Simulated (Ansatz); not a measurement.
The system is CoO.

```
CELL_PARAMETERS angstrom
1.60222 0.92504 2.56647
-1.60222 0.92504 2.56647
0.00000 -1.85008 2.56647
ATOMIC_POSITIONS crystal
Co 0.99898 0.99898 0.99898
O 0.75102 0.75102 0.75102
```

Measurements of this composition are mostly on another form, of space group No. 225.

Base run:

```yaml
Program: Ansatz 0.2.0
Functional: RPBE
Potentials_or_basis: all-electron LAPW, scalar-relativistic
Cutoff: 456 eV (chosen from the basis error)
Basis_error_allowed: 0.001 eV/atom
k_mesh: 10 × 10 × 10
Occupations: gaussian, width 0.1 eV
Spin: collinear spin, ferromagnetic start
Starting_moments: "[2.0, 0.0] μB"
```

Its results: band gap on the k mesh none (metal or under the smearing width); pressure 5.9 GPa; net moment 2.80 μB per cell; site moments Co +2.38; O +0.30 μB; largest force 0.288 eV/Å.

**Question.** The run is repeated on the same cell with these changes: functional from RPBE to PBE; occupations from gaussian, width 0.1 eV to gaussian, width 0.05 eV. What comes out?

**Answer.** Band gap on the k mesh none (metal or under the smearing width); pressure 0.3 GPa; net moment 2.77 μB per cell; site moments Co +2.35; O +0.30 μB; largest force 0.270 eV/Å.

Caveats: a cell with one magnetic atom can't hold antiferromagnetic order, which such compounds often take; semilocal functionals often make such compounds metallic where correlation or magnetic order opens a gap, which also shifts bond lengths.
